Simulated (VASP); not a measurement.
Here is a VASP 6.6.1 calculation.

The input INCAR:

```
SYSTEM = HCN
ALGO = Normal
EDIFF = 1E-7
ENCUT = 520
GGA = PE
ISIF = 2
ISMEAR = -1
LASPH = .TRUE.
LCHARG = .TRUE.
LELF = .TRUE.
LREAL = .FALSE.
LVHAR = .TRUE.
LWAVE = .FALSE.
NBANDS = 12
NELM = 100
PREC = Accurate
SIGMA = 0.05
```

KPOINTS

```
k-points
0
G
  8 8 8
  0 0 0
```

POSCAR

```
HCN
1.0
   -2.3160580000      2.3160580000      2.1599010000
    2.3160580000     -2.3160580000      2.1599010000
    2.3160580000      2.3160580000     -2.1599010000
N C H
1 1 1
Direct
    0.2719290000      0.2719290000      0.0000000000
    0.0036740000      0.0036740000      0.0000000000
    0.7520970000      0.7520970000      0.0000000000
```

Potentials or basis: VASP PAW PBE potentials, release 64 (N, C, H).

Command:

```console
$ cat potpaw_PBE.64/N/POTCAR potpaw_PBE.64/C/POTCAR potpaw_PBE.64/H/POTCAR > POTCAR
$ mpirun -np 1 vasp_std > vasp.out
```

(1) What does it give for the band gap on the k mesh?

(2) Estimate the largest force.

## Answers

(1) 6.79 eV, indirect (least direct gap 7.05 eV).

(2) 0.163 eV/Å.

Caveat: the standard files for N, O and F lose accuracy on very short bonds.
